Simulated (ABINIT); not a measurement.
## Rh: equation of state with PBE+D3

**Measured values to compare with.**

“Thermal equation of state of rhodium characterized by XRD in a resistively heated diamond anvil cell”, 2024, pmc:11535440 quotes, for a bulk crystal of Rh: bulk modulus 264 ± 1 GPa.

Rh:

```
Rh
1.0
     0.00000    1.89785    1.89785
     1.89785    0.00000    1.89785
     1.89785    1.89785    0.00000
Rh
1
Direct
  0.00000 0.00000 0.00000
```

```yaml
Program: ABINIT 10.8.3 (patched build)
Task: equation of state
Functional: PBE
Dispersion: D3
Potentials_or_basis: JTH PAW PBE v2.0
Cutoff: 544 eV
k_mesh: 12 × 12 × 12
Occupations: fermi-dirac, width 0.05 eV
Spin: no spin polarisation
Fine-grid_cutoff: 1088.46 eV
Exchange_and_correlation_inside_the_PAW_spheres: full angular mesh (pawxcdev 0, this build's default; the released program takes 1)
```

- Equilibrium volume: 13.63 Å³/atom
- Bulk modulus: 285 GPa
- Pressure derivative of the bulk modulus: 4.5

Energy against volume, from the lowest point:
| volume (Å³/atom) | energy (meV/atom) |
| --- | --- |
| 12.851 | 43.88 |
| 13.125 | 17.73 |
| 13.398 | 3.55 |
| 13.671 | 0.00 |
| 13.945 | 6.20 |
| 14.218 | 21.06 |
| 14.492 | 43.48 |

Run time: 88 s on 1 thread of Arm Neoverse V1, on a shared host, peak memory 0.13 GiB.

Measured bulk modulus of Rh: 264 GPa (quoted in “Thermal equation of state of rhodium characterized by XRD in a resistively heated diamond anvil cell”, 2024, pmc:11535440). This calculation gives 285 GPa (+8.1 %). The fit is for a static lattice scaled at fixed shape and fixed fractional positions.

Caveat: pressures at fixed basis lie under the slope of the energies.
